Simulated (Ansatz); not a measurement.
FeO: single point with PBE

The system is FeO.

```xyz
2
Lattice="-1.6021 1.6021 2.0834 1.6021 -1.6021 2.0834 1.6021 1.6021 -2.0834" Properties=species:S:1:pos:R:3 pbc="T T T"
Fe    0.0000    0.0000    0.0000
O     0.0000    0.0000    2.0834
```

The cell comes from a database or a generator and needn't be the stable form of this composition.

```
Program             : Ansatz 0.2.0
Task                : single point
Functional          : PBE
Potentials or basis : Ansatz PAW
Cutoff              : 420 eV (not typed: the program's choice for these potentials)
k mesh              : 12 × 12 × 12
Occupations         : fermi-dirac, width 0.05 eV
Spin                : no spin polarisation
```

The pressure is -29.8 GPa and the band gap on the k mesh is none (metal or under the smearing width).

Stress tensor (GPa, compression positive):
```
-29.09   0.00   0.00
  0.00 -29.09   0.00
  0.00   0.00 -31.13
```

Levels at points of the mesh, in eV from the Fermi level:
| k point | band 7 | band 8 | band 9 | band 10 | band 11 | band 12 | band 13 | band 14 | band 15 |
| --- | --- | --- | --- | --- | --- | --- | --- | --- | --- |
| (0.00, 0.00, 0.00) | -3.35 | -3.35 | -1.29 | -1.29 | -0.93 | -0.85 | -0.74 | 0.93 | 15.91 |
| (0.00, 0.00, -0.50) | -4.60 | -4.10 | -2.20 | -0.39 | 0.01 | 0.03 | 0.05 | 6.18 | 8.55 |
| (0.00, -0.50, 0.00) | -5.32 | -5.11 | -0.29 | -0.22 | -0.03 | 1.34 | 1.79 | 4.75 | 8.76 |
| (-0.50, -0.50, -0.50) | -4.58 | -4.58 | -2.12 | -0.16 | -0.03 | -0.03 | 0.02 | 6.33 | 9.57 |

Run time: 1.2 s on 2 threads of Arm Neoverse V2, with other jobs on the host, peak memory 0.33 GiB.

Caveat: a pressure of tens of GPa on the cell as given is suspect, and the run, the potentials or the cell itself is likely at fault; the pressure holds a Pulay correction of +0.6 GPa for the finite cutoff; the run has no spin polarisation, though such a crystal can be magnetic; semilocal functionals often make such compounds metallic where correlation or magnetic order opens a gap, which also shifts bond lengths. With open d or f shells a metallic result of PBE can be an artefact of self-interaction; +U or a hybrid may open a gap.
